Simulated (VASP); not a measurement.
Input of a VASP 6.6.1 run:

Contents of run.py:

```python
from ase import Atoms
from ase.calculators.vasp import Vasp

atoms = Atoms(
    ['S', 'Mg'],
    cell=[[0.0, 2.60165, 2.60165], [2.60165, 0.0, 2.60165], [2.60165, 2.60165, 0.0]],
    scaled_positions=[[0.498768, 0.501094, 0.50438], [-0.003364, 0.001852, 0.002712]],
    pbc=True,
)
calc = Vasp(
    directory='calc',
    pp='PBE',
    setups='minimal',
    prec='Accurate',
    encut=580,
    ediff=1e-06,
    ismear=0,
    sigma=0.01,
    lreal=False,
    lasph=True,
    nelm=60,
    algo='Normal',
    isif=3,
    lwave=False,
    lcharg=False,
    gga='91',
    ibrion=2,
    nsw=40,
    ediffg=-0.02,
    kpts=[9, 9, 9],
    gamma=True,
)
atoms.calc = calc

print('energy (eV):', atoms.get_potential_energy())
print('free energy (eV):', atoms.get_potential_energy(force_consistent=True))
print('forces (eV/A):')
print(atoms.get_forces())
print('stress (eV/A^3, Voigt):', atoms.get_stress())
print('Fermi level (eV):', calc.get_fermi_level())
print('cell (A, degrees):', atoms.cell.cellpar())
print('volume (A^3):', atoms.get_volume())
print('scaled positions:')
print(atoms.get_scaled_positions())
```

Potentials or basis: VASP PAW PBE potentials, release 64 (S, Mg).

Launch:

```sh
$ python run.py
```

Task: Predict the space group after relaxing (to 0.05 Å).

Result: Fm-3m (No. 225).

Task: Predict the band gap on the k mesh.

Result: 2.90 eV, indirect (least direct gap 3.64 eV).

Task: Predict the relaxed volume.

Result: 17.82 Å³/atom.

The path:
| step | energy change (eV) | largest force (eV/Å) | pressure (GPa) | volume (Å³) |
| --- | --- | --- | --- | --- |
| 1 | 0.0000 | 0.0298 | 0.89 | 35.22 |
| 2 | -0.0011 | 0.0201 | -0.19 | 35.72 |
| 3 | -0.0012 | 0.0216 | -0.02 | 35.63 |
| 4 | -0.0012 | 0.0166 | -0.01 | 35.63 |

Caveat: the PAW data sets were made with another functional, which shifts forces and pressure a little; an odd mesh through Γ misses points on the zone boundary, where band edges often lie. Zero-point motion and thermal expansion aren't in these numbers.
